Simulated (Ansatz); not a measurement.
# Sb2S5: the cost of one run

Method: DFT PBE, scalar-relativistic, plane waves, PAW, unless a step names another level, in Ansatz 0.2.0.

17 further runs of the same task are left out: 6 that didn't finish, 11 set aside as unsound or not needed.

### Step 1. The formula and the candidates

Pauling electronegativities: Sb 2.05, S 2.58 (spread 0.53). The formula balances with common oxidation states: Sb +5, S -2, a formal count that means little at so small a spread. Tabulated atomic sizes suggest about 24 Å³/atom. 27 candidates were drawn, by swapping species into database cells of other compounds, at random by space group and Wyckoff sites, or by hand, as the table says:

```tsv
name	made from	space group no.	Wyckoff sites	atoms (primitive cell)	V (Å³/atom)
c01	built by hand: NbOPO4 (SbS)(SbS4)	85	Sb 2a, 2c; S 8g, 2c	14	24.2
c02	random	191	Sb 2d; S 4h, 1b	7	29.5
c03	database cell of V2O5	12	Sb 4i; S 2a, 4i, 4i	7	30.3
c04	random	71	Sb 4e; S 4g, 4h, 2c	7	25.3
c05	random	16	Sb 1d, 1e; S 1g, 4u	7	31.4
c06	random	174	Sb 1f, 1c; S 3j, 1d, 1a	7	26.0
c07	database cell of B5W2	166	Sb 6c; S 6c, 6c, 3b	7	20.6
c08	random	191	Sb 2d; S 1b, 2e, 2c	7	27.0
c09	random	99	Sb 2c; S 4e, 1b	7	25.3
c10	database cell of Ta2O5	5	Sb 4c; S 4c, 4c, 2b	7	22.0
c11	built by hand: Bi2Te3-type Sb2S3 slabs with intercalated S2	166	Sb 6c; S 6c, 3a, 6c	7	24.2
c12	database cell of Al2Te5	12	Sb 4i; S 4i, 2c, 4i	7	30.0
c13	random	191	Sb 1a, 1b; S 3f, 2e	7	31.0
c14	random	38	Sb 4c; S 4d, 2b, 4c	7	28.0
c15	built by hand: B-Nb2O5 (Sb2O5)	15	Sb 8f; S 8f, 4e, 8f	14	24.2
c16	random	71	Sb 4j; S 8l, 2a	7	27.1
c17	random	191	Sb 2e; S 4h, 1b	7	29.8
c18	database cell of Cu5Ge2	160	Sb 3a, 3a; S 3a, 3a, 3a, 3a, 3a	7	24.0
c19	random	99	Sb 2c; S 4e, 1a	7	28.4
c20	database cell of Ta2O5	47	Sb 1d, 1a; S 2q, 1h, 1b, 1e	7	28.8
c21	database cell of Ga2Te5	87	Sb 4d; S 8h, 2a	7	27.8
c22	built by hand: V2O5 (shcherbinaite)	59	Sb 4e; S 2a, 4e, 4e	14	24.2
c23	random	156	Sb 1a, 1c; S 3d, 1c, 1c	7	30.4
c24	random	187	Sb 1a, 1c; S 2i, 2h, 1f	7	29.3
c25	random	65	Sb 4e; S 4l, 4h, 2b	7	27.9
c26	database cell of Rb2Te5	12	Sb 4i; S 2a, 8j	7	27.8
c27	random	191	Sb 2c; S 4h, 1b	7	28.8
```

### Step 2. Screening run of c11

input.yaml reads:

```yaml
crystal:
  lattice:
    - [1.95, 1.12583302, 12.86666667]
    - [-1.95, 1.12583302, 12.86666667]
    - [0.0, -2.25166605, 12.86666667]
  atoms:
    - { symbol: Sb, position: [0.377, 0.377, 0.377] }
    - { symbol: Sb, position: [0.623, 0.623, 0.623] }
    - { symbol: S, position: [0.752, 0.752, 0.752] }
    - { symbol: S, position: [0.248, 0.248, 0.248] }
    - { symbol: S, position: [0.0, 0.0, 0.0] }
    - { symbol: S, position: [0.4734, 0.4734, 0.4734] }
    - { symbol: S, position: [0.5266, 0.5266, 0.5266] }
basis:
  ecutwfc: 420
kpoints:
  mp_grid: { grid: [4, 4, 4] }
hamiltonian:
  xc: pbe
scf:
  occupations: { method: gaussian, width: 0.15 }
  lower_state_search: "off"
output:
  forces: true
  stress: true
  eigenvalues: true
relax:
  adjacent_minimum: "off"
  f_tol: 0.08
  max_steps: 16
  cell: { stress_tol: 0.8 }
```

Command:

```sh
> ansatz run input.yaml --threads 1 --pin off --max-ram 2560MiB --backend cpu --events-out ev --progress --plain --runs-dir out
```

What time and memory should one allow on 1 thread of Intel Xeon Platinum 8259CL at 2.50GHz (Skylake/Cascade Lake), shared host?

About 39 s, with a peak of 0.52 GiB.
